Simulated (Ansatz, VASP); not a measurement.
# CdSe: VASP beside Ansatz

The input INCAR:

```
SYSTEM = CdSe
  ALGO = Normal
  EDIFF = 1E-7
  EDIFFG = -0.001
  ENCUT = 600
  GGA = PS
  IBRION = 2
  ISIF = 3
  ISMEAR = 0
  LASPH = .True.
  LCHARG = .False.
  LREAL = .False.
  LWAVE = .False.
  NELM = 100
  NSW = 80
  PREC = Accurate
  SIGMA = 0.01
```

The input KPOINTS:

```
k-points
0
Gamma
  10 10 10
  0 0 0
```

File POSCAR:

```
CdSe
1.0
    0.0000000000      3.0413095961      3.0413095961
    3.0413095961      0.0000000000      3.0413095961
    3.0413095961      3.0413095961      0.0000000000
Cd Se
1 1
Direct
    0.0000000000      0.0000000000      0.0000000000
    0.7500000000      0.7500000000      0.7500000000
```

Input for Ansatz:

```yaml
crystal:
  lattice:
    - [0.0, 3.0413095955, 3.0413095955]
    - [3.0413095955, 0.0, 3.0413095955]
    - [3.0413095955, 3.0413095955, 0.0]
  atoms:
    - { symbol: Cd, position: [0.0, 0.0, 0.0] }
    - { symbol: Se, position: [0.75, 0.75, 0.75] }
basis:
  ecutwfc: 420
kpoints:
  mp_grid: { grid: [10, 10, 10] }
hamiltonian:
  xc: pbesol
scf:
  occupations: { method: fixed }
output:
  forces: true
  stress: true
  eigenvalues: true
relax:
  adjacent_minimum: "off"
  f_tol: 0.001
  max_steps: 60
  cell: { stress_tol: 0.01 }
```

Alike in both runs: task relaxation of cell and atoms; functional PBEsol; k mesh 10 × 10 × 10; no spin polarisation.

|  | VASP | Ansatz |
| --- | --- | --- |
| version | VASP 6.6.1 | Ansatz 0.2.0 |
| potentials or method | VASP PAW PBE potentials, release 64 (Cd, Se) | scalar-relativistic, plane waves, PAW |
| plane-wave cutoff (eV) | 600 | 420 |
| occupations | gaussian, width 0.01 eV | fixed |
| valence electrons in the cell | 18 | 36 |

Ansatz gave:

```
gap on the k mesh at the Fermi level, each at its own relaxed structure (eV) : 0.48
relaxed volume (Å³/atom)                                                     : 28.11
relaxed cell length with the largest relative difference (Å)                 : 4.300
```

Task: Estimate VASP's values.

Result: gap on the k mesh at the Fermi level, each at its own relaxed structure (eV): 0.47; relaxed volume (Å³/atom): 28.27; relaxed cell length with the largest relative difference (Å): 4.308.

The two sets of potentials don't hold the same shells in valence.

Caveats: the PAW data sets were made with another functional, which shifts forces and pressure a little (VASP).
